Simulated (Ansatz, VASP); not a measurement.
This is a calculation of Ag for Ansatz 0.2.0.

The input input.yaml:

```yaml
crystal:
  lattice:
    - [2.9874655697, 0.0, 0.0]
    - [-1.4937327848, 2.5872210763, 0.0]
    - [0.0, 0.0, 4.8839454194]
  atoms:
    - { symbol: Ag, position: [0.6666666667, 0.3333333333, 0.75] }
    - { symbol: Ag, position: [0.3333333333, 0.6666666667, 0.25] }
hamiltonian:
  xc: pbesol
  pseudopotentials: { kind: paw }
kpoints:
  mp_grid: { grid: [10, 10, 6] }
scf:
  occupations: { method: fermi_dirac, width: 0.05 }
output:
  forces: true
  stress: true
  eigenvalues: true
```

Potentials or basis: Ansatz PAW.

Run with:

```bash
$ ansatz run input.yaml --threads 1 --pin off --max-ram 3584MiB --backend cpu --events-out ev --progress --plain --runs-dir out
```

Task: Translate it to VASP 6.6.1. Potentials there: VASP PAW PBE potentials, release 64 (Ag).

Result: As run (the cutoff follows the program's own potentials):

The input INCAR:

```
PREC = Accurate
ENCUT = 520
EDIFF = 1E-7
ISMEAR = -1
SIGMA = 0.05
LREAL = False
LASPH = True
NELM = 60
ALGO = Normal
ISIF = 2
LWAVE = False
LCHARG = False
GGA = PS
NBANDS = 18
```

KPOINTS

```
Automatic mesh
0
Gamma
  10 10 6
```

Contents of POSCAR:

```
Ag
1.0
    2.9874655697      0.0000000000      0.0000000000
   -1.4937327848      2.5872210763      0.0000000000
    0.0000000000      0.0000000000      4.8839454194
Ag
2
Direct
    0.6666666667      0.3333333333      0.7500000000
    0.3333333333      0.6666666667      0.2500000000
```

Potentials or basis: VASP PAW PBE potentials, release 64 (Ag).

Run with:

```bash
$ cat potpaw_PBE.64/Ag/POTCAR > POTCAR
$ mpirun -np 1 vasp_std > vasp.out
```

Both were run:

|  | VASP | Ansatz | Ansatz less VASP |
| --- | --- | --- | --- |
| gap on the k mesh at the Fermi level (eV) | none | none | - |
| pressure (GPa) | -10.1 | -10.0 | +0.09 |
| largest component of the traceless stress (GPa) | 0.42 | 0.41 | -0.005 |

A gap of «none» marks a metal or a gap that the smearing closes. The two sets of potentials don't hold the same shells in valence.

Caveats: the PAW data sets were made with another functional, which shifts forces and pressure a little (VASP); the PAW data sets come from PBE, with cores solved anew for the run's functional, which leaves a small shift of forces and pressure (Ansatz).
